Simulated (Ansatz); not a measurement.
# Al2Au (Fm-3m) in Ansatz: a series of runs

The runs below take Al2Au through single point, equation of state, with LDA.

All numbers are computed with Ansatz 0.2.0; they aren't measurements. Logs are shortened: lines on timing, memory, paths and dates and some standing lists are left out, and cuts for length are marked.

### 1 The structure

The structure is cubic, space group Fm-3m (No. 225). Conventional cell: a = 6.000 Å, b = 6.000 Å, c = 6.000 Å, α = 90.00°, β = 90.00°, γ = 90.00°. Au (site symmetry m-3m) has 8 Al at 2.60 Å as nearest neighbours. Around Al (site symmetry -43m) lie 4 Au at 2.60 Å.

### 2 Single point, LDA, 16.92 Å³/atom (volume scaled by 0.94)

input.yaml

```yaml
crystal:
  lattice:
    - [0.0, 2.9387583261, 2.9387583261]
    - [2.9387583261, 0.0, 2.9387583261]
    - [2.9387583261, 2.9387583261, 0.0]
  atoms:
    - { symbol: Au, position: [0.0, 0.0, 0.0] }
    - { symbol: Al, position: [0.75, 0.75, 0.75] }
    - { symbol: Al, position: [0.25, 0.25, 0.25] }
kpoints:
  mp_grid: { grid: [8, 8, 8] }
scf:
  occupations: { method: fermi_dirac, width: 0.05 }
hamiltonian:
  xc: lda
  pseudopotentials: { kind: all_electron, lapw: { basis_error: 0.002 } }
output:
  forces: true
  stress: true
  eigenvalues: true
```

Potentials or basis: all-electron LAPW, scalar-relativistic.

The run is started by

```bash
> ansatz run input.yaml --threads 2 --pin off --max-ram 6144MiB --backend cpu --events-out ev --progress --plain --runs-dir out
```

Output:

```text
Warning: RAYON_NUM_THREADS=2 ignored (pool sized by the plan → 2); use --threads N
LAPW: plane waves up to 7.946 Å⁻¹, error target 2.0e-3 eV per atom; small_component_spin mean_spin; Al in spheres of 1.130 Å, 11 of its electrons in bands, Dirac shells []; Au in spheres of 1.415 Å, 43 of its electrons in bands, Dirac shells [] (how accurate: hamiltonian.pseudopotentials.lapw.basis_error, Limitations)
Engine: ansatz 0.2.0, x86_64-unknown-linux-gnu
Pseudopotentials: kind: all_electron
Pseudopotential: Au, LAPW, valence charge 43, lapw/all_electron/scalar/gaussian/Au, Koelling and Harmon's equation, gaussian nucleus
Pseudopotential: Al, LAPW, valence charge 11, lapw/all_electron/scalar/gaussian/Al, Koelling and Harmon's equation, gaussian nucleus
Functional definition: SPW92
  exchange = slater_x
  correlation = pw_c
Crystal: 3 atoms, lattice volume = 50.760 Å³
Basis set: ecut = 240.5529871126193 eV, 411 PW (Γ), exchange–correlation at level 2
Bands: 39, of which v1, the nominal top of the filled ones, is band 33 counted from 1 (32 counted from 0)
Symmetry: 48 space group operations
Space group: Fm-3m (ITA 225), of the structure as read, at distance tolerance 3.7e-5 Å
k-points: 29 of 512
Non-local potential: Au, projectors of the file, none
Non-local potential: Al, projectors of the file, none
Initial density: superposition of atomic densities (chi_scale 0.1, normalization cell, long waves kept (reshape's long-wave potential 0.00 eV rms))
Initial wavefunctions: plane waves of lowest kinetic energy (no species holds an atomic orbital)
Functional: x = slater, c = lda
iter 1 solved again at ethr=8.97e-4 eV; its pass at ethr=1.00e-1 eV (dr2=5.83e-1 eV) is discarded
SCF iter   1: F=—  HF=-530109.467335 eV  |F-HF|=—  |Δ(HF+E_count)|=         —  Δρ=3.70e-2  dr2=5.85e-1  ethr=8.97e-4  ⟨swp⟩=2.1  Hψ=7198  notcnv=0
preconditioner: auto → none  [insulator: Δε(μ)=0.260 eV  Ē_g=10.345 eV  σ=0.050 eV  W_gap=0.65  n_scr=14 (ndim 8)  ℏωp=21.5 eV  f_vac=0.031  D(μ)=0.57/eV (n_scr^D=0)  ε∞_Penn≈5.3]
SCF iter   2: F=—  HF=-530109.005208 eV  |F-HF|=—  |Δ(HF+E_count)|=   4.62e-1  Δρ=3.02e-2  dr2=9.52e-1  ethr=8.97e-4  ⟨swp⟩=3.1  Hψ=3658  notcnv=0  defer=1
preconditioner: auto → LDOS  [metal: Δε(μ)=0.032 eV  Ē_g=11.907 eV  σ=0.050 eV  W_gap=0.16  n_scr=14 (ndim 8)  ℏωp=21.5 eV  f_vac=0.047  D(μ)=1.31/eV (n_scr^D=14)  β→1.0]
SCF iter   3: F=—  HF=-530108.138121 eV  |F-HF|=—  |Δ(HF+E_count)|=   8.67e-1  Δρ=9.18e-3  dr2=6.93e-2  ethr=8.97e-4  ⟨swp⟩=2.4  Hψ=3234  notcnv=0
iter 4 solved again at ethr=2.25e-6 eV; its pass at ethr=1.07e-4 eV (dr2=1.46e-3 eV) is discarded
SCF iter   4: F=—  HF=-530108.125772 eV  |F-HF|=—  |Δ(HF+E_count)|=   1.23e-2  Δρ=1.73e-3  dr2=1.46e-3  ethr=2.25e-6  ⟨swp⟩=2.0  Hψ=5567  notcnv=0
SCF iter   5: F=—  HF=-530108.115437 eV  |F-HF|=—  |Δ(HF+E_count)|=   1.03e-2  Δρ=8.07e-4  dr2=2.86e-4  ethr=2.25e-6  ⟨swp⟩=2.0  Hψ=3175  notcnv=0
SCF iter   6: F=—  HF=-530108.115341 eV  |F-HF|=—  |Δ(HF+E_count)|=   9.61e-5  Δρ=1.50e-4  dr2=5.76e-6  ethr=4.40e-7  ⟨swp⟩=2.0  Hψ=3174  notcnv=0
SCF iter   7: F=—  HF=-530108.115345 eV  |F-HF|=—  |Δ(HF+E_count)|=   4.36e-6  Δρ=4.04e-5  dr2=1.39e-6  ethr=8.87e-9  ⟨swp⟩=2.3  Hψ=3190  notcnv=0
SCF iter   8: F=-530108.115344 eV  HF=-530108.115344 eV  |F-HF|=3.15e-8  |Δ(HF+E_count)|=   1.05e-6  Δρ=1.58e-6  dr2=6.14e-10  ethr=2.14e-9  ⟨swp⟩=2.0  Hψ=3174  notcnv=0
SCF 1 converged in 8 iterations: F = -530108.115344 eV  dr2 = 6.14e-10
SCF converged after 8 iterations
Free energy (F): -530108.115344 eV
Harris-Foulkes:  -530108.115344 eV  (|F-HF|=3.15e-8)
Internal energy: -530108.108757 eV  (E = F + TS)
E sigma→0 (E₀):  -530108.112051 eV
Entropy (-TS):   -0.006587 eV (-2.196 meV/atom)
Fermi energy:    14.729209 eV
--- Per-component energies (eV) ---
  E_band       = -5267.718121
  E_kinetic    = 602222.768181
  E_xc         = -10593.082353
  E_electrostatic = -1121737.794585  (all electrons and nuclei)
  E_smearing   = -0.006587  (= −TS)
  E_closure    = 0.000000  (closes the sum)
  E_atoms      = -530093.793787  (free atoms, spherical and without spin; not in F)
  Σ components = -530108.115344   (vs F -530108.115344, Δ=0.00e0)
  Basis errors (estimates in eV, not in F): energy 7.8e-4 per atom: plane waves 7.2e-4 (4.1e-4 summed), levels above the bands 2.1e-50, relativity 7.5e-9, radial functions 5.4e-5, core shells 2.6e-8; eigenvalues (radial functions only) 3.9e-6; not estimated: angular momenta, meshes, grids; target (lapw.basis_error) 2.0e-3; muffin-tin radii Al 1.130 Å, Au 1.415 Å
--- Forces (eV/Å), atoms counted from 1 ---
  atom   1  Au     0.00000000    -0.00000000    -0.00000000
  atom   2  Al     0.00000000    -0.00000000    -0.00000000
  atom   3  Al     0.00000000     0.00000000    -0.00000000
  max |Σ_I F_I| component: 1.62e-17 eV/Å
--- Stress (GPa, compression-positive) ---
        5.137336      -0.000000      -0.000000
       -0.000000       5.137336       0.000000
       -0.000000       0.000000       5.137336
  P = ⅓ Tr σ = 5.1373 GPa (51.373 kbar)
--- Band table (eV; the first three rows and the last of 29) ---
  k-point 0: bands = ["-309.7174", "-309.7174", "-309.7174", "-309.6925", "-309.6925", "-92.8261", "-87.8811", "-87.8792", "-65.9633", "-65.9449", "-65.9449", "-65.9449", "-65.9308", "-65.9308", "-65.9308", "-50.0843", "-50.0843", "-50.0843", "-50.0774", "-50.0774", "-50.0774", "-44.1092", "-44.1092", "-44.1092", "3.6879", "7.7483", "7.7483", "7.7483", "8.7802", "8.7802", "17.2565", "17.6719", "17.6719", "17.6719", "18.9174", "18.9174", "18.9174", "20.5905", "20.5905"]
  k-point 1: bands = ["-309.7174", "-309.7174", "-309.7174", "-309.6925", "-309.6925", "-92.8261", "-87.8810", "-87.8793", "-65.9633", "-65.9449", "-65.9449", "-65.9449", "-65.9308", "-65.9308", "-65.9308", "-50.0841", "-50.0840", "-50.0840", "-50.0777", "-50.0777", "-50.0776", "-44.1095", "-44.1092", "-44.1092", "3.9021", "7.6831", "7.8025", "7.8025", "8.7694", "8.7694", "15.3084", "17.0244", "17.0244", "17.4635", "19.5988", "19.5988", "20.1756", "20.1756", "20.1907"]
  k-point 2: bands = ["-309.7174", "-309.7174", "-309.7174", "-309.6925", "-309.6925", "-92.8260", "-87.8808", "-87.8795", "-65.9633", "-65.9449", "-65.9449", "-65.9449", "-65.9308", "-65.9308", "-65.9308", "-50.0835", "-50.0833", "-50.0833", "-50.0785", "-50.0785", "-50.0782", "-44.1101", "-44.1092", "-44.1092", "4.5123", "7.5613", "7.9161", "7.9161", "8.7783", "8.7783", "12.6164", "16.0844", "16.0844", "17.7711", "19.2639", "19.2639", "19.4595", "21.2196", "21.2196"]
  k-point 28: bands = ["-309.7174", "-309.7174", "-309.7174", "-309.6925", "-309.6925", "-92.8260", "-87.8802", "-87.8802", "-65.9633", "-65.9449", "-65.9449", "-65.9449", "-65.9308", "-65.9308", "-65.9308", "-50.0861", "-50.0853", "-50.0810", "-50.0810", "-50.0761", "-50.0760", "-44.1103", "-44.1103", "-44.1093", "7.3249", "7.3249", "8.0214", "8.1409", "8.6302", "9.2646", "10.5459", "10.5459", "12.4287", "19.0729", "19.0729", "20.0759", "20.1093", "24.3003", "26.2455"]
```

Wall time 14 s (2 threads of AMD EPYC, shared host); peak memory 0.38 GiB.

What came out:

- Free energy: -530108.1153 eV
- Pressure: 5.1 GPa
- Band gap on the k mesh: none (metal or under the smearing width)

### 3 Single point, LDA, 17.28 Å³/atom (volume scaled by 0.96)

input.yaml: that of step 2 with these lines changed.

```diff
@@ -2,5 +2,5 @@
   lattice:
-    - [0.0, 2.9387583261, 2.9387583261]
-    - [2.9387583261, 0.0, 2.9387583261]
-    - [2.9387583261, 2.9387583261, 0.0]
+    - [0.0, 2.9594544892, 2.9594544892]
+    - [2.9594544892, 0.0, 2.9594544892]
+    - [2.9594544892, 2.9594544892, 0.0]
   atoms:
```

Potentials or basis: all-electron LAPW, scalar-relativistic.

The run is started by

```bash
> ansatz run input.yaml --threads 2 --pin off --max-ram 6144MiB --backend cpu --events-out ev --progress --plain --runs-dir out
```

Wall time 16 s (2 threads of AMD EPYC, shared host); peak memory 0.35 GiB.

The run converged. Its results:

| Property | Result |
| --- | --- |
| Free energy | -530108.1399 eV |
| Pressure | 2.2 GPa |
| Band gap on the k mesh | none (metal or under the smearing width) |

### 4 Single point, LDA, 17.64 Å³/atom (volume scaled by 0.98)

input.yaml: that of step 3 with these lines changed.

```diff
@@ -2,5 +2,5 @@
   lattice:
-    - [0.0, 2.9594544892, 2.9594544892]
-    - [2.9594544892, 0.0, 2.9594544892]
-    - [2.9594544892, 2.9594544892, 0.0]
+    - [0.0, 2.9798651651, 2.9798651651]
+    - [2.9798651651, 0.0, 2.9798651651]
+    - [2.9798651651, 2.9798651651, 0.0]
   atoms:
```

The run is started by

```bash
> ansatz run input.yaml --threads 2 --pin off --max-ram 6144MiB --backend cpu --events-out ev --progress --plain --runs-dir out
```

Wall time 17 s (2 threads of AMD EPYC, shared host); peak memory 0.37 GiB.

The run converged. Its results:

- Free energy: -530108.1461 eV
- Pressure: -0.3 GPa
- Band gap on the k mesh: none (metal or under the smearing width)

### 5 Single point, LDA, 18.00 Å³/atom

input.yaml: that of step 4 with these lines changed.

```diff
@@ -2,5 +2,5 @@
   lattice:
-    - [0.0, 2.9798651651, 2.9798651651]
-    - [2.9798651651, 0.0, 2.9798651651]
-    - [2.9798651651, 2.9798651651, 0.0]
+    - [0.0, 3.0, 3.0]
+    - [3.0, 0.0, 3.0]
+    - [3.0, 3.0, 0.0]
   atoms:
```

The run is started by

```bash
> ansatz run input.yaml --threads 2 --pin off --max-ram 6144MiB --backend cpu --events-out ev --progress --plain --runs-dir out
```

Wall time 19 s (2 threads of AMD EPYC, shared host); peak memory 0.37 GiB.

The run converged. Its results:

* Free energy: -530108.1358 eV
* Pressure: -2.6 GPa
* Band gap on the k mesh: none (metal or under the smearing width)

### 6 Single point, LDA, 18.36 Å³/atom (volume scaled by 1.02)

input.yaml: that of step 5 with these lines changed.

```diff
@@ -2,5 +2,5 @@
   lattice:
-    - [0.0, 3.0, 3.0]
-    - [3.0, 0.0, 3.0]
-    - [3.0, 3.0, 0.0]
+    - [0.0, 3.0198681287, 3.0198681287]
+    - [3.0198681287, 0.0, 3.0198681287]
+    - [3.0198681287, 3.0198681287, 0.0]
   atoms:
```

Potentials or basis: all-electron LAPW, scalar-relativistic.

The run is started by

```bash
> ansatz run input.yaml --threads 2 --pin off --max-ram 6144MiB --backend cpu --events-out ev --progress --plain --runs-dir out
```

Run time: 17 s. Hardware: 2 threads of AMD EPYC, shared host; peak memory 0.36 GiB.

It converged, with:

```
Free energy            : -530108.1111 eV
Pressure               : -4.6 GPa
Band gap on the k mesh : none (metal or under the smearing width)
```

### 7 Single point, LDA, 18.72 Å³/atom (volume scaled by 1.04)

input.yaml: that of step 6 with these lines changed.

```diff
@@ -2,5 +2,5 @@
   lattice:
-    - [0.0, 3.0198681287, 3.0198681287]
-    - [3.0198681287, 0.0, 3.0198681287]
-    - [3.0198681287, 3.0198681287, 0.0]
+    - [0.0, 3.0394782115, 3.0394782115]
+    - [3.0394782115, 0.0, 3.0394782115]
+    - [3.0394782115, 3.0394782115, 0.0]
   atoms:
```

The run is started by

```bash
> ansatz run input.yaml --threads 2 --pin off --max-ram 6144MiB --backend cpu --events-out ev --progress --plain --runs-dir out
```

It took 13 s on 2 threads of AMD EPYC, shared host; peak memory 0.36 GiB.

The run converged. Its results:

| Property | Result |
| --- | --- |
| Free energy | -530108.0736 eV |
| Pressure | -6.4 GPa |
| Band gap on the k mesh | none (metal or under the smearing width) |

### 8 Single point, LDA, 19.08 Å³/atom (volume scaled by 1.06)

input.yaml: that of step 7 with these lines changed.

```diff
@@ -2,5 +2,5 @@
   lattice:
-    - [0.0, 3.0394782115, 3.0394782115]
-    - [3.0394782115, 0.0, 3.0394782115]
-    - [3.0394782115, 3.0394782115, 0.0]
+    - [0.0, 3.0588384673, 3.0588384673]
+    - [3.0588384673, 0.0, 3.0588384673]
+    - [3.0588384673, 3.0588384673, 0.0]
   atoms:
```

The run is started by

```bash
> ansatz run input.yaml --threads 2 --pin off --max-ram 6144MiB --backend cpu --events-out ev --progress --plain --runs-dir out
```

Run time: 15 s. Hardware: 2 threads of AMD EPYC, shared host; peak memory 0.36 GiB.

Results (log left out):

```yaml
Free_energy: -530108.0247 eV
Pressure: -8.0 GPa
Band_gap_on_the_k_mesh: none (metal or under the smearing width)
```

### 9 Equation of state, LDA

Potentials or basis: all-electron LAPW, scalar-relativistic.

This step only gathers the single runs of the series.

Results:

| Item | Value |
| --- | --- |
| Equilibrium volume | 17.59 Å³/atom |
| Bulk modulus | 120 GPa |
| Pressure derivative of the bulk modulus | 5.0 |

Energy against volume, from the lowest point:
```
volume (Å³/atom)  energy (meV/atom)
          16.920              10.24
          17.280               2.04
          17.640               0.00
          18.000               3.41
          18.360              11.65
          18.720              24.16
          19.080              40.44
```

The run has no spin-orbit coupling, so splittings on Au are missing. Zero-point motion and thermal expansion aren't in these numbers.
